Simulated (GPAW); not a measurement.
# TiO2 (P4_2/mnm) in GPAW: a series of runs

The runs below take TiO2 through single point, with PBE.

Everything below comes from runs of GPAW 26.7.0. Logs are shortened: lines on timing, memory, paths and dates and some standing lists are left out, and cuts for length are marked. The log counts tension as positive stress, the text compression.

### 1 The structure

Symmetry: P4_2/mnm, No. 136, tetragonal system. Conventional cell: a = 4.600 Å, b = 4.600 Å, c = 2.959 Å, α = 90.00°, β = 90.00°, γ = 90.00°. Ti (site symmetry mmm) has 6 O at 1.95 to 1.98 Å as nearest neighbours. O (site symmetry m2m) has 3 Ti at 1.95 to 1.98 Å as nearest neighbours.

The cell is a database's computed one.

### 2 Single point, PBE

The input, run.py:

```python
from ase.dft.bandgap import bandgap
from ase.io import read, write
from ase.units import GPa
from gpaw import GPAW, PW

atoms = read('TiO2.cif')

calc = GPAW(mode=PW(900),
            xc='PBE',
            kpts={'size': (4, 4, 6), 'gamma': True},
            occupations={'name': 'fermi-dirac', 'width': 0.05},
            nbands=43,
            convergence={'density': 1e-05, 'energy': 1e-05},
            maxiter=75,
            txt='gpaw.txt')
atoms.calc = calc
energy = atoms.get_potential_energy()
forces = atoms.get_forces()
stress = atoms.get_stress()
calc.write('gs.gpw')
write('result.traj', atoms)
print(f'Energy: {energy:.6f} eV')
print('Forces (eV/A):')
print(forces.round(4))
print('Stress (GPa):', (stress / GPa).round(3))
print('Fermi level:', round(calc.get_fermi_level(), 4), 'eV')
print(f'Gap: {bandgap(calc)[0]:.4f} eV, direct: {bandgap(calc, direct=True)[0]:.4f} eV')
```

The input, TiO2.cif:

```cif
data_TiO2
_cell_length_a 4.59983732
_cell_length_b 4.59983732
_cell_length_c 2.95921356
_cell_angle_alpha 90.00000000
_cell_angle_beta 90.00000000
_cell_angle_gamma 90.00000000
_space_group_name_H-M_alt 'P4_2/mnm'
_space_group_name_Hall '-P 4n 2n'
_space_group_IT_number 136
loop_
_space_group_symop_operation_xyz
'x,y,z'
'-x,-y,-z'
'-y+1/2,x+1/2,z+1/2'
'y+1/2,-x+1/2,-z+1/2'
'-x,-y,z'
'x,y,-z'
'y+1/2,-x+1/2,z+1/2'
'-y+1/2,x+1/2,-z+1/2'
'x+1/2,-y+1/2,-z+1/2'
'-x+1/2,y+1/2,z+1/2'
'-y,-x,-z'
'y,x,z'
'-x+1/2,y+1/2,-z+1/2'
'x+1/2,-y+1/2,z+1/2'
'y,x,-z'
'-y,-x,z'
loop_
_atom_site_label
_atom_site_type_symbol
_atom_site_symmetry_multiplicity
_atom_site_Wyckoff_symbol
_atom_site_fract_x
_atom_site_fract_y
_atom_site_fract_z
_atom_site_occupancy
Ti1 Ti 2 b 0.0000000000 0.0000000000 0.5000000000 1
O1 O 4 g 0.3043213200 0.3043213200 0.5000000000 1
```

Potentials or basis: GPAW PAW data sets (gpaw-data 1.2.1), pw.

The run is started by

```bash
$ OMP_NUM_THREADS=1 python run.py
```

gpaw.txt:

```text
__  _  _
 | _ |_)|_||  |
 |__||  | ||/\| - 26.7.0

Input parameters:
  mode=PW(ecut=900.0000000000001),
  convergence={'density': 1e-05, 'energy': 1e-05},
  kpts=MonkhorstPack(size=(4, 4, 6), gamma=True),
  maxiter=75,
  nbands=43,
  occupations=Occupations(name='fermi-dirac', width=0.05),
  xc=XC(name='PBE')

Diagonalizing LCAO Hamiltonian
Converting LCAO to pw mode
    .----------.
   /|          |
  / |          |
 *  |      O   |
 |  .O---------.
 Ti/  O Ti    /
 |/       O  /
 *----------*

Atoms  # Å, Bohr magnetons
|   | symbol |        x |        y |        z |    initial magnetic moments |
|---|--------|----------|----------|----------|-----------------------------|
| 0 |     Ti | 0.000000 | 0.000000 | 1.479607 | ( 0.0000,  0.0000,  0.0000) |
| 1 |     Ti | 2.299919 | 2.299919 | 0.000000 | ( 0.0000,  0.0000,  0.0000) |
| 2 |      O | 1.399829 | 1.399829 | 1.479607 | ( 0.0000,  0.0000,  0.0000) |
| 3 |      O | 3.200009 | 3.200009 | 1.479607 | ( 0.0000,  0.0000,  0.0000) |
| 4 |      O | 0.900090 | 3.699747 | 0.000000 | ( 0.0000,  0.0000,  0.0000) |
| 5 |      O | 3.699747 | 0.900090 | 0.000000 | ( 0.0000,  0.0000,  0.0000) |

Unit cell  # Å
| periodic |        x |        y |        z |  lengths |    angles |
|----------|----------|----------|----------|----------|-----------|
|      yes | 4.599837 | 0.000000 | 0.000000 | 4.599837 | 90.000000 |
|      yes | 0.000000 | 4.599837 | 0.000000 | 4.599837 | 90.000000 |
|      yes | 0.000000 | 0.000000 | 2.959214 | 2.959214 | 90.000000 |

Number of symmetries: 8
Symmetry operations  # r_c * U_cc + t_c -> r_c
|   | kind |            matrix            |
|---|------|------------------------------|
| 0 |  E   |  1, 0, 0,  0, 1, 0,  0, 0, 1 |
| 1 |  σ   |  1, 0, 0,  0, 1, 0,  0, 0,-1 |
| 2 |  σ   |  0, 1, 0,  1, 0, 0,  0, 0, 1 |
| 3 |  C2  |  0, 1, 0,  1, 0, 0,  0, 0,-1 |
| 4 |  σ   |  0,-1, 0, -1, 0, 0,  0, 0, 1 |
| 5 |  C2  |  0,-1, 0, -1, 0, 0,  0, 0,-1 |
| 6 |  C2  | -1, 0, 0,  0,-1, 0,  0, 0, 1 |
| 7 |  i   | -1, 0, 0,  0,-1, 0,  0, 0,-1 |

BZ-sampling:
  Number of BZ points: 96
  Number of IBZ points: 28

  Monkhorst-Pack size: [4, 4, 6]
  Monkhorst-Pack shift: [0.125, 0.125, 0.08333333333333333]

K-points  # in reciprocal-cell coordinates
|     |                                coordinates |     weight |
|-----|--------------------------------------------|------------|
|   0 | (  0.00000000,   0.00000000,   0.00000000) | 0.01041667 |
|   1 | (  0.00000000,   0.00000000,   0.16666667) | 0.02083333 |
|   2 | (  0.00000000,   0.00000000,   0.33333333) | 0.02083333 |
|   3 | (  0.00000000,   0.00000000,   0.50000000) | 0.01041667 |
|   4 | (  0.25000000,  -0.25000000,   0.00000000) | 0.02083333 |
|   5 | (  0.25000000,  -0.25000000,   0.16666667) | 0.04166667 |
|   6 | (  0.25000000,  -0.25000000,   0.33333333) | 0.04166667 |
|   7 | (  0.25000000,  -0.25000000,   0.50000000) | 0.02083333 |
|   8 | (  0.25000000,   0.00000000,   0.00000000) | 0.04166667 |
|   9 | (  0.25000000,   0.00000000,   0.16666667) | 0.08333333 |
| ... |                                            |            |
|  27 | (  0.50000000,   0.50000000,   0.50000000) | 0.01041667 |

Plane wave coefficients: 3860
Cutoff: 900.0000000000001 eV

Spin-components: 1 (collinear spins)
Bands:           43
Projectors:      32
Spin-degeneracy: 2
Datatype:        complex128

Parallelization:
  kpt:    1
  domain: 1
  band:   1

Density:
  Valence electrons: 48.0
  Components: 1
  Grid points: [32 32 21]
  Charge: 0.0  # |e|

Potential:
  Grid points: [32 32 21]

species:
  Ti:
    name:    Titanium
    Z:       22.0
    valence: 12
    core:    10
    charge:  0.0  # [|e|]
    compensation charges:
      type: gauss
      rc: 0.38  # [Å]
      lmax: 2
    cutoffs:
      filter: 2.23  # [Å]
      core: 1.02  # [Å]
    projectors
    | kind |    occ | energy [eV] | rcut [Å] |
    |------|--------|-------------|----------|
    |   3s |  2.000 |     -62.623 |    1.270 |
    |   4s |  2.000 |      -4.466 |    1.270 |
    |   3p |  6.000 |     -38.862 |    1.058 |
    |   4p |  0.000 |      -1.466 |    1.058 |
    |   3d |  2.000 |      -4.258 |    1.058 |
    |    d |        |      22.953 |    1.058 |

    Using partial waves for Ti as LCAO basis

  O:
    name:    Oxygen
    Z:       8.0
    valence: 6
    core:    2
    charge:  0.0  # [|e|]
    compensation charges:
      type: gauss
      rc: 0.21  # [Å]
      lmax: 2
    cutoffs:
      filter: 1.17  # [Å]
      core: 0.83  # [Å]
    projectors
    | kind |    occ | energy [eV] | rcut [Å] |
    |------|--------|-------------|----------|
    |   2s |  2.000 |     -23.961 |    0.688 |
    |   2p |  4.000 |      -9.029 |    0.598 |
    |    s |        |       3.251 |    0.688 |
    |    p |        |      18.182 |    0.598 |
    |    d |        |       0.000 |    0.619 |

    Using partial waves for O as LCAO basis

Reference energy: -54611.437768  # eV

eigensolver:
  PPCG
  Converge bands: occupied
  niter=2

density mixing:
  MSR1-Mixer
  Pratt-step length: 0.05
  Maximum mixing coefficient: 0.75
  Old densities: 10
  SVD Regularization: 0.005
  Good broyden scale: 1.0
  Trust region scale: 1.0
  Backstep threshold: 4.0
  History deletion threshold: 6.0
  Fourier metric: weight=20.0, sigma=0.015

occupation numbers:
  Fermi-Dirac:
    width: 0.0500  # eV

poisson solver:
  ecut: 7200.000000000001  # eV

xc functional:
  name: PBE with 2 nearest neighbor stencil

convergence criteria:
- Maximum integral of absolute [dens]ity change: 1e-05 electrons / valence electron
- Maximum [total energy] change in last 3 cyles: 1e-05 eV / valence electron
- Maximum integral of absolute [eigenst]ate change: 4e-08 eV^2 / valence electron
maximum number of iterations: 75

SCF iterations
|iter     | |      energy | eigst |  dens |
|---------|-|-------------|-------|-------|
|iter:   1| |  -61.505113 | +0.12 |       |
|iter:   2| |  -58.464056 | -1.78 | -0.78 |
|iter:   3| |  -52.897600 | -0.60 | -0.85 |
|iter:   4| |  -52.307625 | -1.74 | -1.28 |
|iter:   5| |  -52.267475 | -2.51 | -1.56 |
|iter:   6| |  -52.258988 | -3.47 | -1.96 |
|iter:   7| |  -52.258828 | -4.62 | -2.88 |
|iter:   8| |  -52.258855c| -5.64 | -3.41 |
|iter:   9| |  -52.258846c| -6.57 | -3.72 |
|iter:  10| |  -52.258847c| -7.26 | -4.09 |
|iter:  11| |  -52.258846c| -7.98c| -4.53 |
|iter:  12| |  -52.258846c| -8.25c| -4.91 |
|iter:  13| |  -52.258846c| -8.52c| -5.29c|

Converged in 13 steps
Energy contributions relative to reference atoms: (reference = -54611.437768)

Energy contributions:
  Kinetic:          60.427967
  Coulomb:         -70.117199
  Zero:              1.292873
  External:          0.000000
  Xc:              -43.862488
  Entropy:          -0.000000
  Spinorbit:         0.000000
  ----------------------------
  Free energy:     -52.258846
  Extrapolated:    -52.258846

dipole moment: (-14.836000, -14.836000, -26.138394)  # |e|*Ang

Fermi level: 6.512
Eigenvalues  # (at kpt = [0.000, 0.000, 0.000])
| band index |      eig [eV] | occ [0-2] |
|------------|---------------|-----------|
|          0 |       -51.264 |     2.000 |
|        ... |               |           |
|         16 |         1.815 |     2.000 |
|         17 |         3.058 |     2.000 |
|         18 |         3.058 |     2.000 |
|         19 |         3.629 |     2.000 |
|         20 |         4.905 |     2.000 |
|         21 |         5.158 |     2.000 |
[... 8 lines left out ...]
|         30 |        10.184 |     0.000 |
|         31 |        12.201 |     0.000 |
|        ... |               |           |
|         42 |        25.041 |     0.000 |

Gap: 1.873 eV
Transition (v -> c):
  (s=0, k=0, n=23, [0.00, 0.00, 0.00]) -> (s=0, k=0, n=24, [0.00, 0.00, 0.00])
No difference between direct/indirect transitions

Forces  # eV/Ang
|        x |        y |       z |
|----------|----------|---------|
|  0.00000 | -0.00000 | 0.00000 |  # Ti   0
|  0.00000 |  0.00000 | 0.00000 |  # Ti   1
| -0.02024 | -0.02024 | 0.00000 |  # O    2
|  0.02024 |  0.02024 | 0.00000 |  # O    3
|  0.02022 | -0.02022 | 0.00000 |  # O    4
| -0.02022 |  0.02022 | 0.00000 |  # O    5

Stress tensor  # eV/Ang^3
|         x |         y |         z |
|-----------|-----------|-----------|
| -0.035594 | -0.000000 |  0.000000 |
| -0.000000 | -0.035594 |  0.000000 |
|  0.000000 |  0.000000 | -0.034106 |

# Writing to gs.gpw (mode='')
```

Run time: 31 s. Hardware: 1 thread of AMD EPYC 9R45 (Zen 5), shared host; peak memory 0.28 GiB.

What came out:

```yaml
Free_energy: -52.2588 eV
Pressure: 5.6 GPa
Largest_force: 0.029 eV/Å
Band_gap_on_the_k_mesh: 1.87 eV, direct
```

Forces in eV/Å, atoms in the order of the input:
```
Ti   0.000  0.000  0.000
Ti   0.000  0.000  0.000
O   -0.020 -0.020  0.000
O    0.020  0.020  0.000
O    0.020 -0.020  0.000
O   -0.020  0.020  0.000
```

Caveat: the k mesh is coarse. A k mesh can miss the band edges.

### 3 Single point, PBE

run.py: that of step 2 with these lines changed.

```diff
@@ -7,3 +7,3 @@
 
-calc = GPAW(mode=PW(900),
+calc = GPAW(mode=PW(400),
             xc='PBE',
@@ -13,3 +13,3 @@
             convergence={'density': 1e-05, 'energy': 1e-05},
-            maxiter=75,
+            maxiter=50,
             txt='gpaw.txt')
```

TiO2.cif is that of step 2.

Potentials or basis: GPAW PAW data sets (gpaw-data 1.2.1), pw.

The run is started by

```bash
$ OMP_NUM_THREADS=1 python run.py
```

gpaw.txt:

```text
__  _  _
 | _ |_)|_||  |
 |__||  | ||/\| - 26.7.0

Input parameters:
  mode=PW(ecut=400.0),
  convergence={'density': 1e-05, 'energy': 1e-05},
  kpts=MonkhorstPack(size=(4, 4, 6), gamma=True),
  maxiter=50,
  nbands=43,
  occupations=Occupations(name='fermi-dirac', width=0.05),
  xc=XC(name='PBE')

Diagonalizing LCAO Hamiltonian
Converting LCAO to pw mode
    .----------.
   /|          |
  / |          |
 *  |      O   |
 |  .O---------.
 Ti/  O Ti    /
 |/       O  /
 *----------*

Atoms  # Å, Bohr magnetons
|   | symbol |        x |        y |        z |    initial magnetic moments |
|---|--------|----------|----------|----------|-----------------------------|
| 0 |     Ti | 0.000000 | 0.000000 | 1.479607 | ( 0.0000,  0.0000,  0.0000) |
| 1 |     Ti | 2.299919 | 2.299919 | 0.000000 | ( 0.0000,  0.0000,  0.0000) |
| 2 |      O | 1.399829 | 1.399829 | 1.479607 | ( 0.0000,  0.0000,  0.0000) |
| 3 |      O | 3.200009 | 3.200009 | 1.479607 | ( 0.0000,  0.0000,  0.0000) |
| 4 |      O | 0.900090 | 3.699747 | 0.000000 | ( 0.0000,  0.0000,  0.0000) |
[... 180 lines left out ...]
  Spinorbit:         0.000000
  ----------------------------
  Free energy:     -44.660387
  Extrapolated:    -44.660387

dipole moment: (-14.847610, -14.847610, -26.305836)  # |e|*Ang

Fermi level: 6.546
Eigenvalues  # (at kpt = [0.000, 0.000, 0.000])
| band index |      eig [eV] | occ [0-2] |
|------------|---------------|-----------|
|          0 |       -51.215 |     2.000 |
|        ... |               |           |
|         16 |         1.885 |     2.000 |
|         17 |         3.128 |     2.000 |
|         18 |         3.128 |     2.000 |
|         19 |         3.723 |     2.000 |
|         20 |         4.911 |     2.000 |
|         21 |         5.141 |     2.000 |
[... 8 lines left out ...]
|         30 |        10.292 |     0.000 |
|         31 |        12.271 |     0.000 |
|        ... |               |           |
|         42 |        25.170 |     0.000 |

Gap: 1.896 eV
Transition (v -> c):
  (s=0, k=0, n=23, [0.00, 0.00, 0.00]) -> (s=0, k=0, n=24, [0.00, 0.00, 0.00])
No difference between direct/indirect transitions

Forces  # eV/Ang
|        x |        y |       z |
|----------|----------|---------|
|  0.00000 |  0.00000 | 0.00000 |  # Ti   0
|  0.00000 |  0.00000 | 0.00000 |  # Ti   1
| -0.02636 | -0.02636 | 0.00000 |  # O    2
|  0.02636 |  0.02636 | 0.00000 |  # O    3
|  0.02632 | -0.02632 | 0.00000 |  # O    4
| -0.02632 |  0.02632 | 0.00000 |  # O    5

Stress tensor  # eV/Ang^3
|        x |        y |        z |
|----------|----------|----------|
| 0.409299 | 0.000000 | 0.000000 |
| 0.000000 | 0.409299 | 0.000000 |
| 0.000000 | 0.000000 | 0.406679 |

# Writing to gs.gpw (mode='')
```

Run time: 13 s. Hardware: 1 thread of AMD EPYC 9R45 (Zen 5), shared host; peak memory 0.18 GiB.

The run converged, but some of its settings lie outside the range that counts as converged, so its numbers aren't taken as properties of the crystal.

Results:

* Free energy: -44.6604 eV
* Pressure: -65.4 GPa
* Largest force: 0.037 eV/Å
* Band gap on the k mesh: 1.90 eV, direct

Caveat: the k mesh is coarse; the cutoff is short for stress and forces, so pressures can be off by a GPa or more; a pressure of tens of GPa on the cell as given is suspect, and the run, the potentials or the cell itself is likely at fault.
